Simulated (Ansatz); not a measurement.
## Polymorphs of MgO₃

These are results of DFT PBE, scalar-relativistic, plane waves, PAW (Ansatz), not measurements. All cells share a 420 eV cutoff and Γ-centred k meshes spaced at most about 0.3 Å⁻¹ (about 0.25 or finer for metals, 2π included). Spin is collinear in cells that carry moments; the others ran without spin or lost their moments.

Formation energies are uncorrected and refer to the elements' standard structures at the same level (O₂ as a molecule).

Temperature and zero-point effects are left out. The comparison covers the computed candidates alone. Weakly bound directions are ill-defined at this level, which has no dispersion term (P6_3/mmc), and this can change margins and order among such cells. Another magnetic order may lie lower.

Invented guesses were relaxed alike, and ends that match in structure, energy and magnetic state were merged. ΔE counts from the first row. Coordination counts O atoms around Mg (those within 1.25 times the shortest such distance or 1.15 times the sum of covalent radii). The ends were matched against large subsets of the Crystallography Open Database and the Materials Project, so a missing match doesn't prove that a structure is unreported.

```csv
#,reached from,type and space group,atoms,Å³/atom,coordination,ΔE (meV/atom),gap on mesh (eV),moments,in databases
1,random cell,Im-3m (No. 229),4,9.1,Mg 6,0,0.00,none,no match
2,Ni3Sn (D0_19) type (P6_3/mmc),P6_3/mmc (No. 194),8,13.7,Mg 6,371,0.00,"parallel, 0.6 μB",no match
3,ReO3 type (Pm-3m),"ReO3, Pm-3m (No. 221)",4,16.7,Mg 6,432,0.00,"parallel, 1.2 μB",no match
4,Cu3Au (L1_2) type (Pm-3m),Pm-3m (No. 221),4,9.7,Mg 12,494,0.00,"parallel, 1.3 μB",no match
```

The lowest: Space group Im-3m (No. 229), cubic, a = 4.170 Å. Mg is surrounded by 6 O at 2.09 Å; O is surrounded by 2 Mg at 2.09 Å and 4 O at 2.09 Å. Its energy over the elements is −0.54 eV/atom. A negative formation energy is needed for stability but isn't enough: competing phases decide. An observed structure of this formula, if there is one, may be missing.

```xyz
4
Lattice="-2.0850 2.0850 2.0850 2.0850 -2.0850 2.0850 2.0850 2.0850 -2.0850" Properties=species:S:1:pos:R:3 pbc="T T T"
Mg    0.0000    0.0000    0.0000
O     2.0850    0.0000    0.0000
O     0.0000    2.0850    0.0000
O     0.0000    0.0000    2.0850
```

The second: Space group P6_3/mmc (No. 194), hexagonal, a = 6.034 Å, c = 3.477 Å. Around Mg lie 6 O at 2.07 Å; O is surrounded by 2 O at 1.94 Å and 2 Mg at 2.07 Å. Counting O atoms around Mg, the first and the second both have Mg 6. Cells relaxed within their symmetry can be saddle points. Some types were kept out of the candidates beforehand, so the set may lack a known form.
